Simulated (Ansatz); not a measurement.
`CC(=O)OBCl` + silanol → `[SiH3]OBCl` + acetic acid at 600 K and 1 bar (ligand exchange at a B–O bond).

Computed with Ansatz on PBE0-D4/def2-TZVP structures; ΔE is electronic, products minus reactants. CCSD(T)/CBS is the MP2 limit (def2-TZVPP, def2-QZVPP) plus CCSD(T) − MP2 in def2-TZVPP, frozen cores. This one scheme is used for every species. One conformer a species, not always the lowest.

| species | CCSD(T)/CBS energy (Eh) | H − E (kJ/mol) | S (J/(mol·K)) |
| --- | --- | --- | --- |
| `CC(=O)OBCl` | -713.52185 | 232.8 | 440.6 |
| `O[SiH3]` | -366.69042 | 135.7 | 307.9 |
| `[SiH3]OBCl` | -851.35221 | 166.6 | 398.1 |
| `CC(=O)O` | -228.87529 | 204.1 | 348.2 |

H − E and S are ideal-gas, rigid-rotor, harmonic terms from PBE0-D4/def2-TZVP, for one conformer and one mirror image of each species. 1 Eh = 2625.50 kJ/mol, R = 8.31446 J/(mol·K).

Question: By hand: ΔE, ΔH, ΔS and ΔG.

Answer: ΔE = (-851.35221) + (-228.87529) − (-713.52185) − (-366.69042) = -0.01523 Eh = -40.0 kJ/mol. Δ(H − E) = 166.6 + 204.1 − 232.8 − 135.7 = 2.2, so ΔH = -37.8 kJ/mol. ΔS = 398.1 + 348.2 − 440.6 − 307.9 = -2.2 J/(mol·K). ΔG = -37.8 − 600 × (-2.2)/1000 = -36.5 kJ/mol.

Question: By hand: the equilibrium constant, and the temperature at which ΔG would vanish if ΔH and ΔS stayed fixed.

Answer: log₁₀ K = −ΔG/(RT ln 10) = 3.2. ΔG = 0 at ΔH/ΔS = 17182 K, far beyond where these terms or the molecules hold.

The number of gas molecules stays the same, so ΔS is small and ΔH decides. A doubt of 5 kJ/mol in ΔE shifts log₁₀ K by 0.4 here. Other conformers and mirror images would add mixing entropy, several J/(mol·K) or more a flexible species. These are equilibria of isolated gas molecules and say nothing of rates. Largest T1 diagnostic: 0.015 (customary marks: 0.02 for closed shells, 0.045 for open ones).
